**Q:** LDA gives this ZnS cell a pressure of −3.91 GPa and PBE gives +2.34 GPa. They disagree even about the sign, yet their energies over the elements are almost equal. Should the disagreement make me distrust both, or should the agreement reassure me?

Calculated values. Scalar-relativistic plane-wave DFT (PAW) with Ansatz 0.2.0 for ZnS (F-43m) in one fixed 2-atom cell, without spin polarisation or dispersion correction; 6×6×6 k mesh, Gaussian smearing of 0.1 eV. Energies are at zero smearing, relative to the elements' standard crystals in the same functional; pressure is positive in compression.

```
functional  wave cutoff  energy over elements (eV/atom)  pressure (GPa)
       LDA       420 eV                          -0.831          -3.910
       PBE       420 eV                          -0.816           2.340
    PBEsol       420 eV                          -0.819          -1.290
    r2SCAN       500 eV                          -0.981           0.090
     HSE06       420 eV                          -0.968           1.670
```

**A:** The two columns put different questions to a functional. The pressure compares ZnS with itself at a slightly different volume, and a positive value means that the cell would like to expand. The energy over elements compares ZnS with zinc metal and solid sulfur in the same functional, and a more negative value means a more stable compound. Each comparison cancels some errors and keeps others, so you have to judge them separately.

**Q:** Then take the pressure first. How large is LDA's error in terms of bond lengths?

**A:** Treat the crystal as a spring. Let V be the volume per atom in this cell, V₀ the volume that the functional prefers, and B the bulk modulus, which measures resistance to compression. Near V₀ the energy per atom rises as B(V − V₀)²/(2V₀). The pressure P is minus the slope of that curve, so the wanted fractional change of volume is about P/B, and that of the edge is a third of it, P/(3B).

For ZnS, B is roughly 77 GPa, a recalled value. LDA then wants its edges changed by −3.91/(3 × 77) = −0.017, which is 1.7% shorter. The same step for PBE gives edges 1.0% longer. No cell was relaxed here to test these estimates, and one stiffness has been used for every functional, so read them as good to a few tenths of a percent.

**Q:** Shorter than this cell is not the same as shorter than real ZnS.

**A:** Quite right, because zero pressure only means agreement with the cell that was supplied. Its edge is 5.39 Å, and the measured one is roughly 5.4 Å, so the cell is a fair stand-in for the real crystal. That is enough to say that LDA makes ZnS too dense. It is not enough to declare r2SCAN the winner for its 0.09 GPa, since half a percent of edge already corresponds to more than 1 GPa. HSE06 can't be ranked against it on this evidence: its stress is loosely converged, and r2SCAN was run at a higher wave cutoff, to which a pressure at fixed cell is sensitive.

**Q:** Why do LDA and PBE err in opposite directions?

**A:** LDA treats each small region as part of a uniform electron gas. Real electron density is uneven, and it becomes more uneven as atoms move apart. LDA misses the extra exchange energy that unevenness brings, so it penalises the stretched crystal and pulls the atoms too close together. PBE adds a correction that grows with the density gradient, which favours longer bonds and in solids usually overshoots.

PBEsol supports this reading. It has the same form as PBE but a weaker gradient correction, chosen with solids in mind. Its pressure of −1.29 GPa lies about 40% of the way from LDA to PBE.

**Q:** Now the energies. LDA, PBE and PBEsol agree within 0.015 eV/atom. With such different pressures, isn't that good evidence that the energy is right?

**A:** It would be if their errors were independent. Look at the other two rows: r2SCAN and HSE06 also agree with each other, but on a value at least 0.137 eV/atom lower. Two groups, each in close internal agreement, can't both be right. The measured formation energy is roughly −1.1 eV/atom, so all five make ZnS too weakly bound relative to its elements, and the first three miss by more than twice as much as the other two.

**Q:** Couldn't the fixed cell cause that? LDA is being held at a volume that it dislikes.

**A:** The spring gives the price. Putting the wanted change of volume back into the energy leaves a strain energy of P²V/(2B) per atom. For LDA, 3.91²/(2 × 77) is 0.099 GPa. Multiplied by 19.55 Å³ and converted at 160 GPa for each eV/Å³, that is 0.012 eV/atom.

LDA has the largest strain of the five, and the step between the groups is still about eleven times larger. Letting the ZnS cell relax would therefore not merge the groups. The higher wave cutoff of r2SCAN isn't a likely cause either, because HSE06 reaches nearly the same energy at the lower cutoff. The atomic potentials are harder to clear. The mean electrostatic potential of the cell is 3.417505 eV in the PBE, r2SCAN and HSE06 runs alike and differs only for LDA and PBEsol, which suggests that r2SCAN and HSE06 borrow potentials made for PBE. Those would be consistent for PBE but not for the other two, so any error from the mismatch would fall on one side of the step. Part of the step may come from there, and these runs can't show how much. The k mesh is coarse and its effect on the energies was not tested, so I would give no meaning to the order within either group.

**Q:** So what do LDA and PBE have in common, if they disagree so much about bond lengths?

**A:** They share a blind spot. Forming ZnS replaces metallic bonds between zinc atoms and covalent bonds between sulfur atoms by polar bonds between zinc and sulfur. If a functional overbinds all three kinds alike, as LDA tends to, much of the error drops out of the difference. What survives is the error in treating one kind of bond relative to another.

LDA sees only the local density, and PBE and PBEsol add its gradient. Those ingredients don't tell a metallic region from a covalent one very well. They also leave part of each electron's repulsion with itself uncancelled, which tends to favour spread-out electrons, as in zinc metal, over electrons held on sulfur. Changing the strength of the gradient correction shifts the bond lengths but cures neither weakness.

**Q:** And r2SCAN and HSE06 do cure them?

**A:** Probably in part, and by different routes. r2SCAN also uses the kinetic energy density of the orbitals, which helps it to recognise what kind of bond it is looking at. HSE06 replaces part of the approximate exchange at short range by exact exchange, which removes some of the self-repulsion. That two such different remedies move the energy the same way fits the explanation, but doesn't prove it, especially as both runs seem to share the mismatch in potentials.

The energies of zinc and sulfur are not given separately, so neither the step nor the remaining error can be assigned to either element or to the compound. Exact exchange tends to bind metals too weakly and is expected to reduce the overbinding of sulfur–sulfur bonds, so part of HSE06's gain may come from the elements rather than from a better ZnS. One setting matters here: without dispersion forces, PBE and HSE06 bind the sulfur crystal too weakly, which by itself makes ZnS look more stable than it should. The same forces are missing in zinc metal and in ZnS, so the net effect isn't known here. It is unlikely to explain HSE06's lead over PBE, which lacks them too.

**Q:** If r2SCAN and HSE06 agree on the energy, may I use either one for everything?

**A:** Try them on a third question, the band gap. In these same runs r2SCAN gives 2.71 eV and HSE06 gives 3.38 eV, against roughly 3.7 eV measured. All gaps refer to the same atomic positions, so differences in bond length play no part. Two functionals that are almost indistinguishable in energy are well apart in the gap.

**Q:** Why does the gap separate them when the energy doesn't?

**A:** The energy over elements compares ground states, in which only the occupied orbitals count, whereas the gap also needs the cost of placing an electron in an empty state. In the exact theory the potential jumps when that extra electron arrives, and LDA and PBE have no such jump, so their gaps come out too small. In ZnS there is a second cause. Self-repulsion puts the filled zinc 3d levels too high, and they push up the sulfur 3p states at the top of the valence band.

Exact exchange acts on both causes, because it treats filled and empty orbitals differently and lowers the 3d levels. r2SCAN has none of it and gets only part of the benefit through its dependence on the orbitals. The gaps fit this account: LDA, PBEsol and PBE give the three smallest, at 1.90, 2.01 and 2.15 eV, then comes r2SCAN, and HSE06 gives the largest. The positions of the 3d levels were not available to check the second cause directly.

**Q:** Suppose I have a table like this one and no measured values. How would I notice the failures?

**A:** Ask which functionals agree, and whether they are built from the same ingredients. Here the opposite pressures of LDA and PBE warn you openly that at least one of them prefers a wrong volume. The error in the energy is harder to see, because the functionals that share it also agree with one another. Here it comes to light when functionals with new ingredients join the comparison. The split tells you that at least one group is wrong, but not which, nor whether the functionals alone are to blame or the potentials too. Ask also what is missing: these five rows are a selection, without runs that failed or met a known fault of the program, so they are not a full survey of who agrees with whom. Even a new agreement holds only for the property you tested: r2SCAN and HSE06 part again at the gap.
